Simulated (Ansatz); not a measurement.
# Silicon, simple cubic under RPBE: ground state and equation of state

The plan for silicon in the simple cubic structure: relax it, solve it on a dense k-mesh, then scale the cell to 7 volumes from 88 to 112 % of the relaxed one and try a fit of the equation of state. Spin polarisation is left out. The k-meshes are 12×12×12 for the relaxation; 20×20×20 for the dense run; 14×14×14 for the volumes.

This is Si in the simple cubic structure; at room conditions it is diamond.

Method: DFT RPBE, plane waves (420 eV) with PAW, scalar-relativistic; the PAW data stem from PBE, with regenerated cores, in Ansatz 0.2.0.

### Step 1. Starting point

Symmetry: Pm-3m, No. 221, cubic system. Conventional cell: a = 2.531 Å, b = 2.531 Å, c = 2.531 Å, α = 90.00°, β = 90.00°, γ = 90.00°. Si (site symmetry m-3m) has 6 Si at 2.53 Å as nearest neighbours.

As a file:

```cif
data_structure
_symmetry_space_group_name_H-M 'P 1'
_symmetry_Int_Tables_number 1
_cell_length_a 2.5312
_cell_length_b 2.5312
_cell_length_c 2.5312
_cell_angle_alpha 90.000
_cell_angle_beta 90.000
_cell_angle_gamma 90.000
_cell_volume 16.22
loop_
_atom_site_label
_atom_site_type_symbol
_atom_site_fract_x
_atom_site_fract_y
_atom_site_fract_z
_atom_site_occupancy
Si1 Si 0.00000 0.00000 0.00000 1
```

### Step 2. Relaxing cell and atoms

Contents of input.yaml:

```yaml
crystal:
  lattice:
    - [2.5311671355, 0.0, 0.0]
    - [0.0, 2.5311671355, 0.0]
    - [0.0, 0.0, 2.5311671355]
  atoms:
    - { symbol: Si, position: [0.0, 0.0, 0.0] }
hamiltonian:
  xc: rpbe
  pseudopotentials:
    kind: paw
    azcp:
      Si: "pseudopotentials/Si.paw.azcp"
basis:
  ecutwfc: 420
  fft_grid_basis: typed
kpoints:
  mp_grid: { grid: [12, 12, 12], shift: [0, 0, 0] }
magnetization:
  spin_polarized: false
scf:
  occupations: { method: fermi_dirac, width: 0.1 }
relax:
  max_steps: 60
  f_tol: 0.01
  cell: {}
```

After this run come: Single point on a dense mesh; Volume × 0.88; Volume × 0.92; Volume × 0.96; Volume × 1.0; Volume × 1.04; Volume × 1.08; Volume × 1.12.

Q: Predict the outcome of this session. Wanted: space group; conventional cell; volume; shortest distance; gap on the mesh; relative to diamond; V₀, B₀, B₀′.

As calculated:

| quantity | value |
| --- | --- |
| space group (spins left aside) | Pm-3m (No. 221) |
| conventional cell | a = 2.542 Å |
| volume | 16.421 Å³/atom |
| shortest distance | 2.542 Å |
| gap on the mesh | none (levels filled in part) |
| relative to diamond | +380 meV/atom |
| V₀, B₀, B₀′ | 16.474 Å³/atom, 99 GPa, 4.5 |

In words: The relaxation enlarged the cell by 1.3 % in volume. It lies 380 meV/atom above the element's reference form at the same level (diamond, from a run of its own). No gap shows: it is a metal or semimetal at this level. B₀ comes out at 99 GPa. Relaxation kept the symmetry; phonons were not checked.
